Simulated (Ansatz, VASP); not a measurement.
## Two plane-wave programs on BAs

INCAR

```
ALGO = Normal
EDIFF = 1E-6
ENCUT = 520
GGA = PE
ISIF = 2
ISMEAR = 0
LASPH = T
LCHARG = T
LELF = T
LREAL = F
LVHAR = T
LWAVE = F
NELM = 80
PREC = Accurate
SIGMA = 0.015
```

File KPOINTS:

```
k-points
0
Gamma
  10 10 10
```

Contents of POSCAR:

```
BAs
1.0
    0.0000000000      2.3885000000      2.3885000000
    2.3885000000      0.0000000000      2.3885000000
    2.3885000000      2.3885000000      0.0000000000
As B
1 1
Direct
    0.7500000000      0.7500000000      0.7500000000
    0.0000000000      0.0000000000      0.0000000000
```

The input input.yaml:

```yaml
crystal:
  lattice:
    - [0.0, 2.3885, 2.3885]
    - [2.3885, 0.0, 2.3885]
    - [2.3885, 2.3885, 0.0]
  atoms:
    - { symbol: As, position: [0.75, 0.75, 0.75] }
    - { symbol: B, position: [0.0, 0.0, 0.0] }
hamiltonian:
  xc: pbe
  pseudopotentials: { kind: paw }
kpoints:
  mp_grid: { grid: [10, 10, 10] }
scf:
  occupations: { method: gaussian, width: 0.015 }
output:
  forces: true
  stress: true
  eigenvalues: true
```

Alike in both runs: task single point; functional PBE; k mesh 10 × 10 × 10; occupations gaussian, width 0.015 eV; no spin polarisation.

```csv
,VASP,Ansatz
version,VASP 6.6.1,Ansatz 0.2.0
potentials or method,"VASP PAW PBE potentials, release 64 (As, B)",Ansatz PAW
plane-wave cutoff (eV),520,420
valence electrons in the cell,8,18
```

Ansatz gave:

```
gap on the k mesh at the Fermi level (eV) : 1.18
least direct gap on the mesh (eV)         : 3.28
pressure (GPa)                            : 2.8
```

**Question.** Which values does VASP return?

**Answer.** gap on the k mesh at the Fermi level (eV): 1.18; least direct gap on the mesh (eV): 3.28; pressure (GPa): 3.4.

The functional is the same, so the differences come from potentials, cutoffs and numerics. The two sets of potentials don't hold the same shells in valence.

A k mesh can miss the band edges. As with any semilocal functional, this PBE gap is likely too small.
